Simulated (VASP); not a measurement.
# TiN (Fm-3m) in VASP: band structure with PBE

Aim: the band structure of TiN with PBE.

All numbers are computed with VASP 6.6.1; they aren't measurements. Logs are shortened: lines on timing, memory, paths and dates and some standing lists are left out, and cuts for length are marked.

## 1. Starting point

The structure is cubic, space group Fm-3m (No. 225). Conventional cell: a = 4.248 Å, b = 4.248 Å, c = 4.248 Å, α = 90.00°, β = 90.00°, γ = 90.00°. Ti (site symmetry m-3m) is surrounded by 6 N at 2.12 Å. N (site symmetry m-3m) is surrounded by 6 Ti at 2.12 Å.

## 2. Band structure, PBE

INCAR reads:

```
  PREC = Accurate
  ENCUT = 900
  EDIFF = 1E-7
  ISMEAR = 0
  SIGMA = 0.02
  LREAL = F
  LASPH = T
  NELM = 60
  ALGO = Normal
  ISIF = 2
  LWAVE = F
  LCHARG = F
  LMAXMIX = 4
  GGA = PE
  NBANDS = 16
```

KPOINTS reads:

```
regular mesh
0
Gamma
  12 12 12
```

POSCAR reads:

```
TiN                                     
1.0
    0.0000000000      2.1239997735      2.1239997735
    2.1239997735      0.0000000000      2.1239997735
    2.1239997735      2.1239997735      0.0000000000
  Ti              N             
     1     1
Direct
     0.0000000000000000    0.0000000000000000    0.0000000000000000
     0.5000000000000000    0.5000000000000000    0.5000000000000000
```

KPOINTS_OPT reads:

```
path GXWKGLUWLK,UX
10
line-mode
reciprocal
 0.0000000000  0.0000000000  0.0000000000  G
 0.5000000000  0.0000000000  0.5000000000  X

 0.5000000000  0.0000000000  0.5000000000  X
 0.5000000000  0.2500000000  0.7500000000  W

 0.5000000000  0.2500000000  0.7500000000  W
 0.3750000000  0.3750000000  0.7500000000  K

 0.3750000000  0.3750000000  0.7500000000  K
 0.0000000000  0.0000000000  0.0000000000  G

 0.0000000000  0.0000000000  0.0000000000  G
 0.5000000000  0.5000000000  0.5000000000  L

 0.5000000000  0.5000000000  0.5000000000  L
 0.6250000000  0.2500000000  0.6250000000  U

 0.6250000000  0.2500000000  0.6250000000  U
 0.5000000000  0.2500000000  0.7500000000  W

 0.5000000000  0.2500000000  0.7500000000  W
 0.5000000000  0.5000000000  0.5000000000  L

 0.5000000000  0.5000000000  0.5000000000  L
 0.3750000000  0.3750000000  0.7500000000  K

 0.6250000000  0.2500000000  0.6250000000  U
 0.5000000000  0.0000000000  0.5000000000  X
```

Potentials or basis: VASP PAW PBE potentials, release 64 (Ti_sv, N_h).

On the command line:

```
$ cat potpaw_PBE.64/Ti_sv/POTCAR potpaw_PBE.64/N_h/POTCAR > POTCAR
$ mpirun -np 1 vasp_std > vasp.out
```

OUTCAR:

```text
PREC = Accurate
   ENCUT = 900
   EDIFF = 1E-7
   ISMEAR = 0
   LREAL = F
   LASPH = T
   NELM = 60
   ISIF = 2
   GGA = PE

 ion  position               nearest neighbor table
   1  0.000  0.000  0.000-   2 2.12   2 2.12   2 2.12   2 2.12   2 2.12   2 2.12
   2  0.500  0.500  0.500-   1 2.12   1 2.12   1 2.12   1 2.12   1 2.12   1 2.12

  LATTYP: Found a face centered cubic cell.
 ALAT       =     4.2479995470

  Lattice vectors:

 A1 = (   0.0000000000,   2.1239997735,   2.1239997735)
 A2 = (   2.1239997735,   0.0000000000,   2.1239997735)
 A3 = (   2.1239997735,   2.1239997735,   0.0000000000)

Analysis of symmetry for initial positions (statically):
=====================================================================
 Subroutine PRICEL returns:
 Original cell was already a primitive cell.

 Routine SETGRP: Setting up the symmetry group for a
 face centered cubic supercell.

 Subroutine GETGRP returns: Found 48 space group operations
 (whereof 48 operations were pure point group operations)
 out of a pool of 48 trial point group operations.

The static configuration has the point symmetry O_h .

Analysis of symmetry for dynamics (positions and initial velocities):
=====================================================================
 Subroutine PRICEL returns:
 Original cell was already a primitive cell.

 Routine SETGRP: Setting up the symmetry group for a
 face centered cubic supercell.

 Subroutine GETGRP returns: Found 48 space group operations
 (whereof 48 operations were pure point group operations)
 out of a pool of 48 trial point group operations.

The dynamic configuration has the point symmetry O_h .

 Subroutine INISYM returns: Found 48 space group operations
 (whereof 48 operations are pure point group operations),
 and found     1 'primitive' translations

----------------------------------------------------------------------------------------

                                     Primitive cell

  volume of cell :      19.1643

  direct lattice vectors                    reciprocal lattice vectors
     0.000000000  2.123999774  2.123999774    -0.235404922  0.235404922  0.235404922
     2.123999774  0.000000000  2.123999774     0.235404922 -0.235404922  0.235404922
     2.123999774  2.123999774  0.000000000     0.235404922  0.235404922 -0.235404922

  length of vectors
     3.003789286  3.003789286  3.003789286     0.407733284  0.407733284  0.407733284

  position of ions in fractional coordinates (direct lattice)
     0.000000000  0.000000000  0.000000000
     0.500000000  0.500000000  0.500000000

  ion indices of the primitive-cell ions
   primitive index   ion index
                 1           1
                 2           2

----------------------------------------------------------------------------------------

 KPOINTS: regular mesh

Automatic generation of k-mesh.
 Grid dimensions read from file:
 generate k-points for:   12   12   12

 Generating k-lattice:

  Cartesian coordinates                     Fractional coordinates (reciprocal lattice)
    -0.019617077  0.019617077  0.019617077     0.083333333  0.000000000  0.000000000
     0.019617077 -0.019617077  0.019617077     0.000000000  0.083333333  0.000000000
     0.019617077  0.019617077 -0.019617077     0.000000000  0.000000000  0.083333333

  Length of vectors
     0.033977774  0.033977774  0.033977774

  Shift w.r.t. Gamma in fractional coordinates (k-lattice)
     0.000000000  0.000000000  0.000000000

 Subroutine IBZKPT returns following result:
 ===========================================

 Found     72 irreducible k-points:

 Following reciprocal coordinates:
            Coordinates               Weight
  0.000000  0.000000  0.000000      1.000000
  0.083333  0.000000  0.000000      8.000000
  0.166667  0.000000  0.000000      8.000000
  0.250000  0.000000  0.000000      8.000000
  0.333333  0.000000  0.000000      8.000000
  0.416667  0.000000  0.000000      8.000000
[... 16 lines left out ...]
  0.500000  0.166667  0.000000     24.000000
 -0.416667  0.166667  0.000000     24.000000
 [... further k-points ...]
   k-points           NKPTS =     72   k-points in BZ     NKDIM =     72   number of bands    NBANDS=     16
   number of dos      NEDOS =    301   number of ions     NIONS =      2
   total plane-waves  NPLWV =  27000
   dimension x,y,z NGX =    30 NGY =   30 NGZ =   30
   dimension x,y,z NGXF=    60 NGYF=   60 NGZF=   60
   ions per type =               1   1
   NGX,Y,Z   is equivalent  to a cutoff of  16.60, 16.60, 16.60 a.u.
   NGXF,Y,Z  is equivalent  to a cutoff of  33.21, 33.21, 33.21 a.u.
 SYSTEM =  unknown system
   PREC   = accura    normal or accurate (medium, high low for compatibility)
   ISTART =      0    job   : 0-new  1-cont  2-samecut
   ICHARG =      2    charge: 1-file 2-atom 10-const
   ISPIN  =      1    spin polarized calculation?
   LNONCOLLINEAR =      F non collinear calculations
   LSORBIT =      F    spin-orbit coupling
   LASPH  =      T    aspherical Exc in radial PAW
   ENCUT  =  900.0 eV  66.15 Ry    8.13 a.u.   7.35  7.35  7.35*2*pi/ulx,y,z
   NELM   =     60;   NELMIN=  2; NELMDL= -5     # of ELM steps
   EDIFF  = 0.1E-06   stopping-criterion for ELM
   LREAL  =      F    real-space projection
   EDIFFG = 0.1E-05   stopping-criterion for IOM
   NSW    =      0    number of steps for IOM
   IBRION =     -1    ionic relax: 0-MD 1-quasi-New 2-CG
   NFREE  =      0    steps in history (QN), initial steepest desc. (CG)
   ISIF   =      2    stress and relaxation
   ISYM   =      2    0-nonsym 1-usesym 2-fastsym
   POTIM  = 0.5000    time-step for ionic-motion
   TEBEG  =    0.0;   TEEND  =   0.0 temperature during run
   PSTRESS=    0.0 pullay stress
   NELECT =      17.0000    total number of electrons
   NUPDOWN=      -1.0000    fix difference up-down
   EMIN   =  10.00;   EMAX   =-10.00  energy-range for DOS
   EFERMI =   0.00;   METHOD = LEGACY
   ISMEAR =     0;   SIGMA  =   0.02  broadening in eV -4-tet -1-fermi 0-gaus
   EFERMI_NEDOS =   21; number of points for ismear=-14 and -15
   IALGO  =     38    algorithm
   IMIX   =      4    mixing-type and parameters
     AMIX     =   0.40;   BMIX     =  1.00
     AMIX_MAG =   1.60;   BMIX_MAG =  1.00
  volume/ion in A,a.u.               =       9.58        64.66
  Fermi-wavevector in a.u.,A,eV,Ry     =   1.572993  2.972525 33.664972  2.474306
  Thomas-Fermi vector in A             =   2.674344
   LORBIT       =      0    0 simple, 1 ext, 2 COOP (PROOUT), +10 PAW based schemes
   GGA     = PE    functional components
   LHFCALC =     F    Hartree Fock is set to
   AEXX    =    0.0000 exact exchange contribution
   IVDW    =     0    specifies the selected vdW correction
   LEPSILON=     F    determine dielectric tensor
   LRPA    =     F    only Hartree local field effects (RPA)
 non-spin polarized calculation
 Gauss-broadening in eV      SIGMA  =   0.02
  energy-cutoff  :      900.00
  volume of cell :       19.16
 maximum number of plane-waves:      1211
 NGX is ok and might be reduce to    30
   NGX = 15   NGY = 15   NGZ = 15

 number of electron      17.0000000 magnetization

 Free energy of the ion-electron system (eV)
  ---------------------------------------------------
  ext. energy  EPLUGINS =         0.00000000
  ---------------------------------------------------
  free energy    TOTEN  =       -19.64647428 eV

  energy without entropy =      -19.64606422  energy(sigma->0) =      -19.64626925

 E-fermi :  11.6900     XC(G=0): -13.0125

 val. band max:       11.6850152886   @ k =   0.5000   0.2500   0.0833
 cond. band min:      11.6950798996   @ k =   0.1667   0.0000   0.0000
 fundamental gap:      0.0100646110
 Fermi energy:        11.6900102750

 k-point     1 :       0.0000    0.0000    0.0000
  band No.  band energies     occupation
      1     -46.1390      2.00000
      2     -22.1216      2.00000
      3     -22.1216      2.00000
      4     -22.1216      2.00000
      5      -5.3322      2.00000
      6       9.7074      2.00000
[... 8 lines left out ...]
     15      24.9029      0.00000
     16      31.4225      0.00000

 k-point     2 :       0.0833    0.0000    0.0000
  band No.  band energies     occupation
      1     -46.1327      2.00000
      2     -22.1660      2.00000
      3     -22.1253      2.00000
      4     -22.1253      2.00000
      5      -5.1986      2.00000
      6       8.9827      2.00000
[... 8 lines left out ...]
     15      24.9894      0.00000
     16      31.2359      0.00000

 k-point     3 :       0.1667    0.0000    0.0000
  band No.  band energies     occupation
      1     -46.1155      2.00000
      2     -22.2857      2.00000
      3     -22.1354      2.00000
      4     -22.1354      2.00000
      5      -4.8204      2.00000
      6       7.6380      2.00000
[... 8 lines left out ...]
     15      24.9513      0.00000
     16      30.5194      0.00000

 k-point     4 :       0.2500    0.0000    0.0000
  band No.  band energies     occupation
      1     -46.0919      2.00000
      2     -22.4454      2.00000
      3     -22.1492      2.00000
      4     -22.1492      2.00000
      5      -4.2641      2.00000
      6       6.2162      2.00000
[... 8 lines left out ...]
     15      24.6063      0.00000
     16      29.2268      0.00000

 k-point     5 :       0.3333    0.0000    0.0000
  band No.  band energies     occupation
      1     -46.0682      2.00000
      2     -22.6011      2.00000
      3     -22.1628      2.00000
      4     -22.1628      2.00000
      5      -3.6390      2.00000
      6       4.9497      2.00000
[... 8 lines left out ...]
     15      24.6281      0.00000
     16      27.7838      0.00000

 k-point     6 :       0.4167    0.0000    0.0000
  band No.  band energies     occupation
      1     -46.0508      2.00000
      2     -22.7128      2.00000
      3     -22.1728      2.00000
      4     -22.1728      2.00000
      5      -3.1109      2.00000
      6       4.0357      2.00000
[... 8 lines left out ...]
     15      25.1383      0.00000
     16      26.6711      0.00000
[... 267 lines left out ...]
 k-point    21 :       0.3333    0.1667    0.0000
  band No.  band energies     occupation
      1     -46.0685      2.00000
      2     -22.4994      2.00000
      3     -22.2110      2.00000
      4     -22.2083      2.00000
      5      -3.9454      2.00000
      6       5.4192      2.00000
[... 8 lines left out ...]
     15      24.8014      0.00000
     16      27.4781      0.00000

 k-point    22 :       0.4167    0.1667    0.0000
  band No.  band energies     occupation
      1     -46.0490      2.00000
      2     -22.6112      2.00000
      3     -22.2364      2.00000
      4     -22.2181      2.00000
      5      -3.5005      2.00000
      6       4.8456      2.00000
[... 8 lines left out ...]
     15      24.6545      0.00000
     16      26.3753      0.00000

 k-point    23 :       0.5000    0.1667    0.0000
  band No.  band energies     occupation
      1     -46.0368      2.00000
      2     -22.6781      2.00000
      3     -22.2655      2.00000
      4     -22.2135      2.00000
      5      -3.1751      2.00000
      6       4.4099      2.00000
[... 8 lines left out ...]
     15      24.8546      0.00000
     16      25.6879      0.00000

 k-point    24 :      -0.4167    0.1667    0.0000
  band No.  band energies     occupation
      1     -46.0352      2.00000
      2     -22.6851      2.00000
      3     -22.2864      2.00000
      4     -22.1986      2.00000
      5      -3.0890      2.00000
      6       4.2799      2.00000
[... 8 lines left out ...]
     15      24.6660      0.00000
     16      25.6884      0.00000

 [... further k-points ...]
[... 5 lines left out ...]
  --------------------------------------------------------------------------------------
  -------------------------------------------------------------------------------------
  Total        0.0021258      0.0021258      0.0021258      0.0000000      0.0000000      0.0000000
  in kB        0.1777226      0.1777226      0.1777226      0.0000000      0.0000000      0.0000000
  external PRESSURE =       0.1777226 kB  Pullay stress =       0.0000000 kB

 VOLUME and BASIS-vectors are now :
 -----------------------------------------------------------------------------
  energy-cutoff  :      900.00
  volume of cell :       19.16
      direct lattice vectors                 reciprocal lattice vectors
     0.000000000  2.123999774  2.123999774    -0.235404922  0.235404922  0.235404922
     2.123999774  0.000000000  2.123999774     0.235404922 -0.235404922  0.235404922
     2.123999774  2.123999774  0.000000000     0.235404922  0.235404922 -0.235404922

 POSITION                                       TOTAL-FORCE (eV/Angst)
 -----------------------------------------------------------------------------------
      0.00000      0.00000      0.00000         0.000000      0.000000     -0.000000
      2.12400      2.12400      2.12400        -0.000000     -0.000000      0.000000
 -----------------------------------------------------------------------------------
    total drift:                               -0.000000      0.000000      0.000000

  FREE ENERGIE OF THE ION-ELECTRON SYSTEM (eV)
  ---------------------------------------------------
  free  energy   TOTEN  =       -19.6464742779 eV

  energy  without entropy=      -19.6460642248  energy(sigma->0) =      -19.64626925
```

Wall time 1.7 min (1 thread of Intel Xeon Platinum 8259CL at 2.50GHz (Skylake/Cascade Lake), shared host); peak memory 0.22 GiB.

What came out:

```yaml
Free_energy: -19.6465 eV
Pressure: 0.0 GPa
Band_gap_along_the_path: none (metal or under the smearing width)
```

Levels at the corners of the path, in eV from the Fermi level:
| point | band 4 | band 5 | band 6 | band 7 | band 8 | band 9 | band 10 | band 11 | band 12 | band 13 |
| --- | --- | --- | --- | --- | --- | --- | --- | --- | --- | --- |
| Γ | -33.81 | -17.02 | -1.98 | -1.98 | -1.98 | -0.56 | -0.56 | -0.56 | 0.62 | 0.62 |
| X | -34.01 | -15.61 | -5.77 | -3.17 | -3.17 | -2.99 | 1.67 | 2.41 | 2.41 | 3.62 |
| X | -34.01 | -15.61 | -5.77 | -3.17 | -3.17 | -2.99 | 1.67 | 2.41 | 2.41 | 3.62 |
| W | -34.03 | -15.16 | -5.41 | -5.41 | -5.29 | 0.97 | 0.97 | 2.42 | 3.14 | 3.89 |
| W | -34.03 | -15.16 | -5.41 | -5.41 | -5.29 | 0.97 | 0.97 | 2.42 | 3.14 | 3.89 |
| K | -33.96 | -15.20 | -5.74 | -5.65 | -4.39 | -0.41 | 2.01 | 2.34 | 3.60 | 3.78 |
| K | -33.96 | -15.20 | -5.74 | -5.65 | -4.39 | -0.41 | 2.01 | 2.34 | 3.60 | 3.78 |
| Γ | -33.81 | -17.02 | -1.98 | -1.98 | -1.98 | -0.56 | -0.56 | -0.56 | 0.62 | 0.62 |
| Γ | -33.81 | -17.02 | -1.98 | -1.98 | -1.98 | -0.56 | -0.56 | -0.56 | 0.62 | 0.62 |
| L | -33.87 | -14.58 | -8.00 | -5.40 | -5.40 | 1.72 | 1.72 | 2.39 | 5.74 | 5.74 |
| L | -33.87 | -14.58 | -8.00 | -5.40 | -5.40 | 1.72 | 1.72 | 2.39 | 5.74 | 5.74 |
| U | -33.96 | -15.20 | -5.74 | -5.65 | -4.39 | -0.41 | 2.01 | 2.34 | 3.60 | 3.78 |
| U | -33.96 | -15.20 | -5.74 | -5.65 | -4.39 | -0.41 | 2.01 | 2.34 | 3.60 | 3.78 |
| W | -34.03 | -15.16 | -5.41 | -5.41 | -5.29 | 0.97 | 0.97 | 2.42 | 3.14 | 3.89 |
| W | -34.03 | -15.16 | -5.41 | -5.41 | -5.29 | 0.97 | 0.97 | 2.42 | 3.14 | 3.89 |
| L | -33.87 | -14.58 | -8.00 | -5.40 | -5.40 | 1.72 | 1.72 | 2.39 | 5.74 | 5.74 |
| L | -33.87 | -14.58 | -8.00 | -5.40 | -5.40 | 1.72 | 1.72 | 2.39 | 5.74 | 5.74 |
| K | -33.96 | -15.20 | -5.74 | -5.65 | -4.39 | -0.41 | 2.01 | 2.34 | 3.60 | 3.78 |
| U | -33.96 | -15.20 | -5.74 | -5.65 | -4.39 | -0.41 | 2.01 | 2.34 | 3.60 | 3.78 |
| X | -34.01 | -15.61 | -5.77 | -3.17 | -3.17 | -2.99 | 1.67 | 2.41 | 2.41 | 3.62 |

Caveat: the cutoff is under 1.25 times the usual one of these potentials, so pressure, stress and relaxed cells hold a basis-set (Pulay) error.
